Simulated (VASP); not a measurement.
# Rb (Im-3m) in VASP: further runs, part 2 of 2

VASP 6.6.1.

## (4) Relaxation of cell and atoms, r2SCAN

This run uses another cell than the first one, of 94.65 Å³/atom, 1.075 times its volume.

Contents of INCAR:

```
ALGO = Normal
EDIFF = 1E-7
EDIFFG = -0.005
ENCUT = 600
IBRION = 2
ISIF = 3
ISMEAR = 1
LASPH = True
LCHARG = False
LMIXTAU = True
LREAL = False
LWAVE = False
METAGGA = R2SCAN
NELM = 80
NSW = 90
PREC = Accurate
SIGMA = 0.1
```

Contents of KPOINTS:

```
k-points
0
Gamma
  10 10 10
```

Contents of POSCAR:

```
Rb                                      
1.0
   -2.8709624955      2.8709624955      2.8709624955
    2.8709624955     -2.8709624955      2.8709624955
    2.8709624955      2.8709624955     -2.8709624955
  Rb            
     1
Direct
     0.0000000000000000    0.0000000000000000    0.0000000000000000
```

Potentials or basis: VASP PAW PBE potentials, release 64 (Rb_sv).

On the command line:

```console
$ cat potpaw_PBE.64/Rb_sv/POTCAR > POTCAR
$ mpirun -np 1 vasp_std > vasp.out
```

OUTCAR:

```text
EDIFF = 1E-7
   EDIFFG = -0.005
   ENCUT = 600
   IBRION = 2
   ISIF = 3
   ISMEAR = 1
   LASPH = True
   LREAL = False
   METAGGA = R2SCAN
   NELM = 80
   NSW = 90
   PREC = Accurate

 ion  position               nearest neighbor table
   1  0.000  0.000  0.000-

  LATTYP: Found a body centered cubic cell.
 ALAT       =     5.7419249910

  Lattice vectors:

 A1 = (  -2.8709624955,   2.8709624955,   2.8709624955)
 A2 = (   2.8709624955,  -2.8709624955,   2.8709624955)
 A3 = (   2.8709624955,   2.8709624955,  -2.8709624955)

Analysis of symmetry for initial positions (statically):
=====================================================================
 Subroutine PRICEL returns:
 Original cell was already a primitive cell.

 Routine SETGRP: Setting up the symmetry group for a
 body centered cubic supercell.

 Subroutine GETGRP returns: Found 48 space group operations
 (whereof 48 operations were pure point group operations)
 out of a pool of 48 trial point group operations.

The static configuration has the point symmetry O_h .

Analysis of symmetry for dynamics (positions and initial velocities):
=====================================================================
 Subroutine PRICEL returns:
 Original cell was already a primitive cell.

 Routine SETGRP: Setting up the symmetry group for a
 body centered cubic supercell.

 Subroutine GETGRP returns: Found 48 space group operations
 (whereof 48 operations were pure point group operations)
 out of a pool of 48 trial point group operations.

The dynamic configuration has the point symmetry O_h .

 Subroutine INISYM returns: Found 48 space group operations
 (whereof 48 operations are pure point group operations),
 and found     1 'primitive' translations

[... 127 lines left out ...]
  volume of cell :       94.65
 maximum number of plane-waves:      3252
   NGX = 19   NGY = 19   NGZ = 19

--------------------------------------- Ionic step        1  -------------------------------------------

 number of electron       9.0000000 magnetization

 Free energy of the ion-electron system (eV)
  ---------------------------------------------------
  ext. energy  EPLUGINS =         0.00000000
  ---------------------------------------------------
  free energy    TOTEN  =       -13.91584455 eV

  energy without entropy =      -13.91492369  energy(sigma->0) =      -13.91553760

------------------------ aborting loop because EDIFF is reached ----------------------------------------

  FORCE on cell =-STRESS in cart. coord.  units (eV):
  Direction    XX          YY          ZZ          XY          YZ          ZX
  --------------------------------------------------------------------------------------
  -------------------------------------------------------------------------------------
  Total        0.0059904      0.0059904      0.0059904     -0.0000000      0.0000000     -0.0000000
  in kB        0.1013968      0.1013968      0.1013968     -0.0000000      0.0000000     -0.0000000
  external PRESSURE =       0.1013968 kB  Pullay stress =       0.0000000 kB
[... 57 lines left out ...]
--------------------------------------- Ionic step        3  -------------------------------------------

 number of electron       9.0000000 magnetization

 Free energy of the ion-electron system (eV)
  ---------------------------------------------------
  ext. energy  EPLUGINS =         0.00000000
  ---------------------------------------------------
  free energy    TOTEN  =       -13.91585754 eV

  energy without entropy =      -13.91493658  energy(sigma->0) =      -13.91555055

 E-fermi :  -0.0223     XC(G=0):  -5.6174

 val. band max:       -0.0265168289   @ k =   0.3000   0.2000   0.0000
 cond. band min:       0.0548687150   @ k =  -0.4000   0.4000   0.2000
 fundamental gap:      0.0813855439
 Fermi energy:        -0.0223392164

 k-point     1 :       0.0000    0.0000    0.0000
  band No.  band energies     occupation
      1     -30.1265      2.00000
      2     -13.6193      2.00000
      3     -13.6193      2.00000
      4     -13.6193      2.00000
      5      -2.0612      2.00000
      6       4.0473      0.00000
      7       4.0473      0.00000
      8       4.0473      0.00000
[... 243 lines left out ...]
 k-point    24 :      -0.3000    0.3000    0.1000
  band No.  band energies     occupation
      1     -30.1238      2.00000
      2     -13.6740      2.00000
      3     -13.6404      2.00000
      4     -13.6257      2.00000
      5      -0.9266      2.00000
      6       2.2429      0.00000
      7       3.1702      0.00000
      8       4.0472      0.00000

 [... further k-points ...]

------------------------ aborting loop because EDIFF is reached ----------------------------------------

  FORCE on cell =-STRESS in cart. coord.  units (eV):
  Direction    XX          YY          ZZ          XY          YZ          ZX
  --------------------------------------------------------------------------------------
  -------------------------------------------------------------------------------------
  Total        0.0009004      0.0009004      0.0009004     -0.0000000      0.0000000     -0.0000000
  in kB        0.0151875      0.0151875      0.0151875     -0.0000000      0.0000000     -0.0000000
  external PRESSURE =       0.0151875 kB  Pullay stress =       0.0000000 kB
[... 16 lines left out ...]
  FREE ENERGIE OF THE ION-ELECTRON SYSTEM (eV)
  ---------------------------------------------------
  free  energy   TOTEN  =       -13.9158575429 eV

  energy  without entropy=      -13.9149365790  energy(sigma->0) =      -13.91555055

 reached required accuracy - stopping structural energy minimisation
```

CONTCAR:

```text
Rb
   1.00000000000000
    -2.8742812487363834    2.8742812487363834    2.8742812487363834
     2.8742812487363834   -2.8742812487363834    2.8742812487363834
     2.8742812487363834    2.8742812487363834   -2.8742812487363834
  Rb
     1
Direct
     0.0000000000000000    0.0000000000000000    0.0000000000000000

  0.00000000E+00  0.00000000E+00  0.00000000E+00
```

Run time: 12 min. Hardware: 1 thread of AMD EPYC 7R13 (Zen 3), shared host; peak memory 0.26 GiB.

Results:

| Quantity | Value |
| --- | --- |
| Free energy | -13.9159 eV |
| Relaxed volume | 94.98 Å³/atom |
| Relaxed cell | a = 4.978 Å, b = 4.978 Å, c = 4.978 Å, α = 109.47°, β = 109.47°, γ = 109.47° |
| Space group after relaxing (to 0.05 Å) | Im-3m (No. 229) |
| Energy gained by relaxing | 0.0 meV/atom |
| Ionic steps | 3 |
| Pressure after relaxing | 0.0 GPa |
| Band gap on the k mesh | none (metal or under the smearing width) |

Final structure:
```yaml
crystal:
  lattice:
    - [-2.87428, 2.87428, 2.87428]
    - [2.87428, -2.87428, 2.87428]
    - [2.87428, 2.87428, -2.87428]
  atoms:
    - { symbol: Rb, position: [0.00000, 0.00000, 0.00000] }
```

Levels at points of the mesh, in eV from the Fermi level:
| k point | band 2 | band 3 | band 4 | band 5 | band 6 | band 7 | band 8 |
| --- | --- | --- | --- | --- | --- | --- | --- |
| (0.00, 0.00, 0.00) | -13.60 | -13.60 | -13.60 | -2.04 | 4.07 | 4.07 | 4.07 |
| (0.50, 0.00, 0.00) | -13.68 | -13.62 | -13.60 | 0.36 | 0.68 | 2.86 | 4.70 |
| (0.50, 0.50, 0.50) | -13.66 | -13.66 | -13.66 | 1.35 | 1.35 | 3.40 | 3.40 |

Caveat: the PAW data sets were made with another functional, which shifts forces and pressure a little.
